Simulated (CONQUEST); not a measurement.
## Sn under changes of volume

One of the cells (28.673 Å³/atom); the others are scaled copies at fixed shape and fractional positions:

```
Sn
1.0
     3.45308    0.00000    0.00000
     0.00000    3.55109    0.00000
     0.00000    0.00000    4.67668
Sn
2
Direct
  0.00000 0.00000 0.00000
  0.50000 0.50000 0.50000
```

This isn't the form of Sn at room conditions, which is tetragonal (white tin).

* Program: CONQUEST 1.3
* Functional: PBE
* Potentials or basis: PseudoDojo NC PBE, DZP, grid of 36 × 36 × 48 points
* k mesh: 8 × 8 × 6
* Occupations: fermi-dirac, width 0.05 eV
* Spin: no spin polarisation

| volume (Å³/atom) | energy over the lowest point (meV/atom) | pressure (GPa) |
| --- | --- | --- |
| 26.953 | 15.92 | 3.1 |
| 27.526 | 7.19 | 1.9 |
| 28.100 | 2.23 | 1.0 |
| 28.673 | 0.00 | 0.2 |
| 29.247 | 1.06 | -0.8 |
| 29.820 | 5.28 | -1.6 |
| 30.394 | ? | ? |

What does the run at 30.394 Å³/atom give?

Energy over the lowest point 11.76 meV/atom; pressure -2.1 GPa.

Worked out: A Birch-Murnaghan fit of order 3 (a polynomial in V^(-2/3)) to the other rows has its minimum at 28.76 Å³/atom with B0 = V·E''(V) = 44 GPa (rough, since the energies scatter) at fixed shape and positions, which overstates the stiffness. It gives 12.32 meV/atom at 30.394 Å³/atom, against the run's 11.76, and -dE/dV = -2.4 GPa, against -2.1.

Energies are extrapolated to zero smearing.

Caveats: the basis of atomic orbitals isn't converged, which shifts pressures, moduli and gaps.
